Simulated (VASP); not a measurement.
# SrTiO3 (Tausonite) (Pm-3m) in VASP: a series of runs, part 2 of 2

VASP 6.6.1. Earlier steps stand in the parts before.

## (3) Relaxation of cell and atoms, PBE, target pressure 2.3 GPa, at which the enthalpy is minimised

This run uses another cell than the first one, of 12.07 Å³/atom, 1.013 times its volume.

Input file INCAR:

```
SYSTEM = SrTiO3
ALGO = Normal
EDIFF = 1E-7
EDIFFG = -0.005
ENCUT = 600
GGA = PE
IBRION = 2
ISIF = 3
ISMEAR = 0
LASPH = .TRUE.
LCHARG = .FALSE.
LREAL = .FALSE.
LWAVE = .FALSE.
NELM = 80
NSW = 90
PREC = Accurate
PSTRESS = 23.0
SIGMA = 0.03
```

Input file KPOINTS:

```
k-points
0
G
  8 8 8
  0 0 0
```

Input file POSCAR:

```
SrTiO3                                  
1.0
    3.9227489718     -0.0000000000     -0.0000000000
   -0.0000000000      3.9227489718     -0.0000000000
    0.0000000000      0.0000000000      3.9227489718
  Sr              Ti              O             
     1     1     3
Direct
     0.5000000000000000    0.5000000000000000    0.5000000000000000
     0.0000000000000000    0.0000000000000000    0.0000000000000000
     0.5000000000000000    0.0000000000000000    0.0000000000000000
     0.0000000000000000    0.5000000000000000    0.0000000000000000
     0.0000000000000000    0.0000000000000000    0.5000000000000000
```

Potentials or basis: VASP PAW PBE potentials, release 64 (Sr_sv, Ti_sv, O).

Started as:

```console
cat potpaw_PBE.64/Sr_sv/POTCAR potpaw_PBE.64/Ti_sv/POTCAR potpaw_PBE.64/O/POTCAR > POTCAR
mpirun -np 1 vasp_std > vasp.out
```

Run time: 48 s. Hardware: 1 thread of Intel Xeon Platinum 8259CL at 2.50GHz (Skylake/Cascade Lake), shared host; peak memory 0.22 GiB.

The run converged. Its results:

| Item | Value |
| --- | --- |
| Free energy | -40.1031 eV |
| Pressure after relaxing | 2.3 GPa |
| Band gap on the k mesh | 1.83 eV, indirect (least direct gap 2.19 eV) |

Final structure:
```
CELL_PARAMETERS angstrom
3.92275 0.00000 0.00000
0.00000 3.92275 0.00000
0.00000 0.00000 3.92275
ATOMIC_POSITIONS crystal
Sr 0.50000 0.50000 0.50000
Ti 0.00000 0.00000 0.00000
O 0.50000 0.00000 0.00000
O 0.00000 0.50000 0.00000
O 0.00000 0.00000 0.50000
```

Levels at points of the mesh, in eV from the valence-band top:
| k point | band 16 | band 17 | band 18 | band 19 | band 20 | band 21 | band 22 | band 23 | band 24 |
| --- | --- | --- | --- | --- | --- | --- | --- | --- | --- |
| (0.00, 0.00, 0.00) | -1.15 | -1.15 | -0.36 | -0.36 | -0.36 | 1.83 | 1.83 | 1.83 | 4.21 |
| (0.50, 0.00, 0.00) | -2.32 | -2.32 | -1.94 | -0.73 | -0.73 | 2.00 | 3.71 | 3.71 | 4.22 |
| (0.50, 0.50, 0.00) | -2.80 | -1.73 | -1.55 | -1.55 | -0.09 | 3.72 | 3.72 | 4.17 | 5.17 |
| (0.50, 0.50, 0.50) | -3.70 | -3.70 | 0.00 | 0.00 | 0.00 | 4.38 | 4.38 | 4.38 | 6.89 |

Caveat: the relaxation stopped at its first step, so nothing moved; the cell is relaxed towards a set pressure, so the enthalpy falls and the energy may rise. A k mesh can miss the band edges.

## (4) Relaxation of cell and atoms, LDA, target pressure 2.3 GPa, at which the enthalpy is minimised

Input file INCAR:

```
ALGO = Normal ; EDIFF = 1E-6
EDIFFG = -0.01 ; ENCUT = 600
IBRION = 2 ; ISIF = 3
ISMEAR = 0 ; LASPH = T
LCHARG = F ; LREAL = F
LWAVE = F ; NELM = 80
NSW = 90 ; PREC = Accurate
PSTRESS = 23.0 ; SIGMA = 0.03
```

Input file KPOINTS:

```
k-points
0
Gamma
  8 8 8
```

Input file POSCAR:

```
SrTiO3
1.0
    3.9052800000      0.0000000000      0.0000000000
    0.0000000000      3.9052800000      0.0000000000
    0.0000000000      0.0000000000      3.9052800000
Sr Ti O
1 1 3
Direct
    0.5000000000      0.5000000000      0.5000000000
    0.0000000000      0.0000000000      0.0000000000
    0.5000000000      0.0000000000      0.0000000000
    0.0000000000      0.5000000000      0.0000000000
    0.0000000000      0.0000000000      0.5000000000
```

Potentials or basis: VASP PAW LDA potentials, release 64 (Sr_sv, Ti_sv, O).

Started as:

```console
cat potpaw_LDA.64/Sr_sv/POTCAR potpaw_LDA.64/Ti_sv/POTCAR potpaw_LDA.64/O/POTCAR > POTCAR
mpirun -np 1 vasp_std > vasp.out
```

OUTCAR:

```text
EDIFF = 1E-6
   EDIFFG = -0.01
   ENCUT = 600
   IBRION = 2
   ISIF = 3
   ISMEAR = 0
   LASPH = T
   LREAL = F
   NELM = 80
   NSW = 90
   PREC = Accurate
   PSTRESS = 23.0

 ion  position               nearest neighbor table
   1  0.500  0.500  0.500-   3 2.76   4 2.76   5 2.76   3 2.76   4 2.76   3 2.76   5 2.76   3 2.76
                             4 2.76   5 2.76   4 2.76   5 2.76   2 3.38   2 3.38   2 3.38   2 3.38
   2  0.000  0.000  0.000-   3 1.95   4 1.95   5 1.95   5 1.95   4 1.95   3 1.95   1 3.38   1 3.38
                             1 3.38   1 3.38   1 3.38   1 3.38   1 3.38   1 3.38
   3  0.500  0.000  0.000-   2 1.95   2 1.95   1 2.76   1 2.76   1 2.76   1 2.76
   4  0.000  0.500  0.000-   2 1.95   2 1.95   1 2.76   1 2.76   1 2.76   1 2.76
   5  0.000  0.000  0.500-   2 1.95   2 1.95   1 2.76   1 2.76   1 2.76   1 2.76

  LATTYP: Found a simple cubic cell.
 ALAT       =     3.9052800000

  Lattice vectors:

 A1 = (   3.9052800000,   0.0000000000,   0.0000000000)
 A2 = (   0.0000000000,   3.9052800000,   0.0000000000)
[... 275 lines left out ...]

  energy without entropy =      -44.18569771  energy(sigma->0) =      -44.18569771

 E-fermi :   4.4608     XC(G=0): -12.0345

 val. band max:        4.2634880302   @ k =   0.5000   0.5000   0.5000
 cond. band min:       6.0911069868   @ k =   0.0000   0.0000   0.0000
 fundamental gap:      1.8276189566
 Fermi energy:         4.4608078113

 k-point     1 :       0.0000    0.0000    0.0000
  band No.  band energies     occupation
      1     -51.2773      2.00000
      2     -28.0978      2.00000
      3     -27.9631      2.00000
      4     -27.9631      2.00000
      5     -27.9631      2.00000
      6     -13.0342      2.00000
[... 637 lines left out ...]
     23       8.6141      0.00000
     24      10.4818      0.00000

 [... further k-points ...]

------------------------ aborting loop because EDIFF is reached ----------------------------------------

  FORCE on cell =-STRESS in cart. coord.  units (eV):
  Direction    XX          YY          ZZ          XY          YZ          ZX
  --------------------------------------------------------------------------------------
  -------------------------------------------------------------------------------------
  Total        0.7783272      0.7783272      0.7783272      0.0000000     -0.0000000      0.0000000
  in kB       21.9205970     21.9205970     21.9205970      0.0000000     -0.0000000      0.0000000
  external PRESSURE =      -1.0794030 kB  Pullay stress =      23.0000000 kB
[... 24 lines left out ...]
  energy  without entropy=      -44.1856977115  energy(sigma->0) =      -44.18569771

  enthalpy is  TOTEN    =       -43.3690444834 eV   P V=        0.8166532281

 reached required accuracy - stopping structural energy minimisation
```

CONTCAR:

```text
SrTiO3
   1.00000000000000
     3.8459781257027377   -0.0000000000000000    0.0000000000000000
     0.0000000000000000    3.8459781257027377    0.0000000000000000
    -0.0000000000000000   -0.0000000000000000    3.8459781257027377
  Sr              Ti              O
     1     1     3
Direct
     0.5000000000000000    0.5000000000000000    0.5000000000000000
     0.0000000000000000    0.0000000000000000    0.0000000000000000
     0.5000000000000000    0.0000000000000000    0.0000000000000000
     0.0000000000000000    0.5000000000000000    0.0000000000000000
     0.0000000000000000    0.0000000000000000    0.5000000000000000

  0.00000000E+00  0.00000000E+00  0.00000000E+00
  0.00000000E+00  0.00000000E+00  0.00000000E+00
  0.00000000E+00  0.00000000E+00  0.00000000E+00
  0.00000000E+00  0.00000000E+00  0.00000000E+00
  0.00000000E+00  0.00000000E+00  0.00000000E+00
```

It took 98 s on 1 thread of Intel Xeon Platinum 8175M at 2.50GHz (Skylake/Cascade Lake), shared host; peak memory 0.21 GiB.

What came out:

```
Free energy                                            : -44.1857 eV
Relaxed volume                                         : 11.38 Å³/atom
Relaxed cell                                           : a = 3.846 Å, b = 3.846 Å, c = 3.846 Å, α = 90.00°, β = 90.00°, γ = 90.00°
Space group after relaxing (to 0.05 Å)                 : Pm-3m (No. 221)
Energy change on relaxing (the enthalpy is what falls) : -7.9 meV/atom
Ionic steps                                            : 3
Pressure after relaxing                                : 2.2 GPa
Band gap on the k mesh                                 : 1.83 eV, indirect (least direct gap 2.16 eV)
```

Step by step:
```
step  energy change (eV)  largest force (eV/Å)  pressure (GPa)  volume (Å³)
   1              0.0000                0.0000           -6.66        59.56
   2              0.1053                0.0000           14.47        54.00
   3             -0.0395                0.0000            2.19        56.89
```

Final structure:
```
Sr Ti O
1.0
     3.84598    0.00000    0.00000
     0.00000    3.84598    0.00000
     0.00000    0.00000    3.84598
Sr Ti O
1 1 3
Direct
  0.50000 0.50000 0.50000
  0.00000 0.00000 0.00000
  0.50000 0.00000 0.00000
  0.00000 0.50000 0.00000
  0.00000 0.00000 0.50000
```

Caveat: the cell is relaxed towards a set pressure, so the enthalpy falls and the energy may rise.
